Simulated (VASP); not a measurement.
A run of VASP 6.6.1:

Contents of INCAR:

```
PREC     = Accurate       # precision mode
ENCUT    = 600            # plane-wave cutoff, eV
EDIFF    = 1E-6           # SCF threshold, eV
ISMEAR   = -1             # smearing method
SIGMA    = 0.05           # smearing width, eV
LREAL    = F              # projectors in reciprocal space
LASPH    = T              # aspherical terms in the spheres
NELM     = 60             # most SCF steps
ALGO     = Normal         # electronic algorithm
ISIF     = 3              # what is computed and relaxed
LWAVE    = F              # write WAVECAR
LCHARG   = F              # write CHGCAR
GGA      = PE             # functional
IVDW     = 13             # dispersion correction
IBRION   = 2              # ionic algorithm
NSW      = 60             # ionic steps
EDIFFG   = -0.01          # ionic threshold
```

Contents of KPOINTS:

```
regular mesh
0
Gamma
  8 8 10
```

The input POSCAR:

```
Si
1.0
    4.1209500000      0.0000000000      0.0000000000
   -2.0604700000      3.5688500000      0.0000000000
    0.0000000000      0.0000000000      2.6547900000
Si
2
Direct
    0.3333300000      0.6666700000      0.5000000000
    0.6666700000      0.3333300000      0.5000000000
```

Potentials or basis: VASP PAW PBE potentials, release 64 (Si).

Run with:

```sh
$ cat potpaw_PBE.64/Si/POTCAR > POTCAR
$ mpirun -np 1 vasp_std > vasp.out
```

Hardware: 1 thread of Intel(R) Xeon(R) 6975P-C (Granite Rapids), on a shared host.

**Question.** How long does it take, and how much memory?

**Answer.** It took 39 s on 1 thread of Intel(R) Xeon(R) 6975P-C (Granite Rapids), on a shared host, peak memory 0.19 GiB. Counts: scf iterations 33, k points 126, ion steps 6.
